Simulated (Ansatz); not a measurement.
# SiC (Moissanite): the cost of one run

Program: Ansatz 0.2.0. Level of theory: DFT, LDA, plane-wave PAW, default files, scalar-relativistic. These are calculated values, not measurements.

## (1) The starting structure

It takes space group P6_3mc (No. 186, hexagonal). Conventional cell: a = 3.076 Å, b = 3.076 Å, c = 5.048 Å, α = 90.00°, β = 90.00°, γ = 120.00°. Around Si (site symmetry 3m) lie 4 C at 1.88 to 1.90 Å. C (site symmetry 3m) is surrounded by 4 Si at 1.88 to 1.90 Å.

As a file:

```
CELL_PARAMETERS angstrom
3.07600 0.00000 0.00000
-1.53800 2.66389 0.00000
0.00000 0.00000 5.04800
ATOMIC_POSITIONS crystal
Si 0.33333 0.66667 0.00449
Si 0.66667 0.33333 0.50449
C 0.33333 0.66667 0.38051
C 0.66667 0.33333 0.88051
```

The earlier run gave: gap on the mesh 2.44 eV, largest force 0.018 eV/Å, pressure 3.4 GPa.

The printed gradients, by site:

| site | atoms | first shell | V_zz (10²¹ V/m²) | η | C_Q (MHz) |
| --- | --- | --- | --- | --- | --- |
| Si | 1, 2 | 4 C at 1.88–1.90 Å | 0.34 | 0.00 | – |
| C | 3, 4 | 4 Si at 1.88–1.90 Å | 0.20 | 0.00 | – |

Conventions: |V_zz| ≥ |V_yy| ≥ |V_xx|, η = (V_xx − V_yy)/V_zz, C_Q = eQV_zz/h. Nuclear quadrupole moments: year-2017 set (Pyykkö). A dash under C_Q marks elements without a common quadrupolar isotope.

## (2) Settings changed: basis.xc_grid = 1, hamiltonian.xc = lda

Contents of input.yaml:

```yaml
crystal:
  lattice:
    - [3.076, 0.0, 0.0]
    - [-1.538, 2.663894142, 0.0]
    - [0.0, 0.0, 5.048]
  atoms:
    - { symbol: Si, position: [0.3333333333, 0.6666666667, 0.004494886] }
    - { symbol: Si, position: [0.6666666667, 0.3333333333, 0.504494886] }
    - { symbol: C, position: [0.3333333333, 0.6666666667, 0.380505114] }
    - { symbol: C, position: [0.6666666667, 0.3333333333, 0.880505114] }
kpoints:
  mp_grid: { grid: [10, 10, 6] }
scf:
  occupations: { method: fermi_dirac, width: 0.02 }
hamiltonian:
  xc: lda
  pseudopotentials: { kind: paw }
output:
  forces: true
  stress: true
  populations: true
  efg: { contact_densities: true }
basis:
  xc_grid: 1
```

The run is started by

```bash
> ansatz run input.yaml --threads 1 --pin off --max-ram 2560MiB --backend cpu --events-out ev --progress --plain --runs-dir out
```

Q: Estimate wall time and peak memory on 1 thread of Arm Neoverse V2, shared host.

About 4.2 s, with a peak of 0.4 GiB.
